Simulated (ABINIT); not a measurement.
Runs of ABINIT 10.8.3 (patched build) on Bi. The structure is cubic, space group Im-3m (No. 229). Conventional cell: a = 3.963 Å, b = 3.963 Å, c = 3.963 Å, α = 90.00°, β = 90.00°, γ = 90.00°. Bi (site symmetry m-3m) has 8 Bi at 3.43 Å as nearest neighbours. This isn't the form of Bi at room conditions, which is rhombohedral.

```tsv
task	level	potentials or basis	cell	k mesh	cutoff (eV)	smearing	cell freedom (optcell)	optimiser (ionmov)	cutoff smearing ecutsm (Ha)	force stop (Ha/bohr)	stop of the response cycle (tolvrs)	gap on the mesh (eV)	pressure (GPa)	relaxed volume (Å³/atom)
single point	PBEsol	PseudoDojo NC SR PBEsol v0.4.1 standard	cell relaxed	7 × 7 × 7	898	fermi-dirac 0.05 eV	-	-	-	-	-	none	-0.1	-
relaxation of cell and atoms	PBEsol	PseudoDojo NC SR PBEsol v0.4.1 standard	relaxed	7 × 7 × 7	898	fermi-dirac 0.05 eV	2	2	0.5	2e-05	-	none	0.0	30.62
relaxation of cell and atoms	LDA	PseudoDojo NC SR LDA v0.4.1 standard	relaxed	7 × 7 × 7	952	fermi-dirac 0.05 eV	2	2	0.5	2e-05	-	none	0.0	(a)
phonon dispersion	PBEsol	PseudoDojo NC SR PBEsol v0.4.1 standard	cell relaxed at zero pressure by an earlier run	8 × 8 × 8	898	fermi-dirac 0.1 eV	-	-	0.5	-	1e-09	none	(b)	-
single point	LDA	PseudoDojo NC SR LDA v0.4.1 standard	cell relaxed	7 × 7 × 7	952	fermi-dirac 0.05 eV	-	-	-	-	-	none	0.0	-
elastic constants	LDA	PseudoDojo NC SR LDA v0.4.1 standard	cell relaxed at zero pressure by an earlier run	14 × 14 × 14	952	fermi-dirac 0.2 eV	-	-	0.5	-	1e-10	none	-0.9	-
```

Alike in all rows: no spin polarisation.

Task: Fill in the values left out.

Result: (a) 29.90; (b) -1.2.

Caveats: spin-orbit coupling is left out, which moves the levels of the heavy elements; the mesh is coarse for a metal's response (some runs); some modes are imaginary (some runs).

A k mesh can miss the band edges, and the runs leave out spin-orbit coupling on Bi.

A gap of «none» marks a metal or a gap under the smearing width.
